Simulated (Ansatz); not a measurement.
Ansatz input file:

```yaml
crystal:
  lattice:
    - [2.5698223227, 0.0, 0.0]
    - [0.0, 2.5698223227, 0.0]
    - [0.0, 0.0, 2.5698223227]
  atoms:
    - { symbol: Li, position: [0.0, 0.0, 0.0] }
    - { symbol: F, position: [0.5, 0.5, 0.5] }
basis:
  ecutwfc: 420
kpoints:
  mp_grid: { grid: [10, 10, 10] }
hamiltonian:
  xc: lda
scf:
  occupations: { method: gaussian, width: 0.02 }
output:
  forces: true
  stress: true
  eigenvalues: true
  populations: true
```

Launched with
```bash
ansatz run input.yaml --threads 1 --pin off --max-ram 1331MiB --backend cpu --events-out ev --progress --plain --runs-dir out
```

Level of theory: DFT LDA, scalar-relativistic, plane waves, PAW in Ansatz.

Part of what the program printed, abridged (iterations and final results):

```
SCF iter   1: F=—  HF=-998.075079 eV  |F-HF|=—  |Δ(HF+E_count)|=         —  Δρ=2.21e-2  dr2=5.99e-2  ethr=1.77e-3  ⟨swp⟩=5.0  Hψ=3122  notcnv=0
SCF iter   2: F=—  HF=-998.056296 eV  |F-HF|=—  |Δ(HF+E_count)|=   1.88e-2  Δρ=1.15e-2  dr2=9.57e-3  ethr=5.99e-4  ⟨swp⟩=2.6  Hψ=1358  notcnv=0
SCF iter   3: F=—  HF=-998.052592 eV  |F-HF|=—  |Δ(HF+E_count)|=   3.70e-3  Δρ=2.06e-3  dr2=3.73e-4  ethr=9.57e-5  ⟨swp⟩=2.3  Hψ=902  notcnv=0
SCF iter   4: F=—  HF=-998.052181 eV  |F-HF|=—  |Δ(HF+E_count)|=   4.10e-4  Δρ=2.62e-4  dr2=3.99e-6  ethr=3.73e-6  ⟨swp⟩=2.0  Hψ=928  notcnv=0
SCF iter   5: F=—  HF=-998.052177 eV  |F-HF|=—  |Δ(HF+E_count)|=   4.67e-6  Δρ=3.00e-5  dr2=1.35e-7  ethr=3.99e-8  ⟨swp⟩=3.0  Hψ=784  notcnv=0
SCF iter   6: F=-998.052177 eV  HF=-998.052177 eV  |F-HF|=5.46e-12  |Δ(HF+E_count)|=   3.85e-8  Δρ=9.83e-7  dr2=6.59e-11  ethr=1.00e-9  ⟨swp⟩=3.2  Hψ=1306  notcnv=0
SCF 1 converged in 6 iterations: F = -998.052177 eV  dr2 = 6.59e-11
SCF converged after 6 iterations
Free energy (F): -998.052177 eV
Harris-Foulkes:  -998.052177 eV  (|F-HF|=5.46e-12)
Internal energy: -998.052177 eV  (E = F + TS)
E sigma→0 (E₀):  -998.052177 eV
Fermi energy:    5.133755 eV
--- Per-component energies (eV) ---
  E_band       = -117.852294
  E_kinetic    = 227.578419
  E_local      = -641.458438  (includes V_loc(G=0)·N_el)
  E_nonlocal   = 42.630185
  E_hartree    = 223.811047
  E_xc         = -89.368968
  E_vxc        = -115.802153  (∫ρ·V_xc dr)
  E_paw        = -205.941591  (= ΣΔE_a)
  E_vpaw       = -78.424559  (= ΣTr[D̂ρ^β])
  E_aug_tail   = 0.001976  (compensation charges beyond the density's cutoff)
  E_ewald      = -555.418058
  E_core_change = 0.113252  (= ΣΔE_core)
  E_smearing   =  0.000000  (= −TS)
--- Forces (eV/Å), atoms counted from 1 ---
  atom   1  Li     0.00000000     0.00000000     0.00000000
  atom   2  F      0.00000000     0.00000000     0.00000000
--- Stress (GPa, compression-positive) ---
       -8.269013       0.000000       0.000000
        0.000000      -8.269013       0.000000
        0.000000       0.000000      -8.269013
  P = ⅓ Tr σ = -8.2690 GPa (-82.690 kbar)
--- Band table (eV; the first three rows and the last of 56) ---
  k-point 0: bands = ["-40.0868", "-18.8472", "0.8545", "0.8545", "0.8545", "8.7391", "19.9033", "19.9033", "21.8951"]
  k-point 1: bands = ["-40.0820", "-18.8055", "0.4984", "0.8908", "0.8908", "8.9790", "18.4623", "20.1295", "21.8566"]
  k-point 2: bands = ["-40.0692", "-18.6940", "-0.3406", "0.9872", "0.9872", "9.4936", "16.8886", "20.8078", "21.7413"]
  k-point 55: bands = ["-39.9547", "-17.4053", "-0.7224", "-0.7224", "-0.7224", "12.2243", "12.2243", "12.2243", "25.0606"]
--- Löwdin populations: 2 sites ---
  site symbol q [e]
     0     Li      2.2385
     1      F      7.6937
  spilling = 0.006775 (of n_electrons = 10.000000)
```

Self-consistency was reached.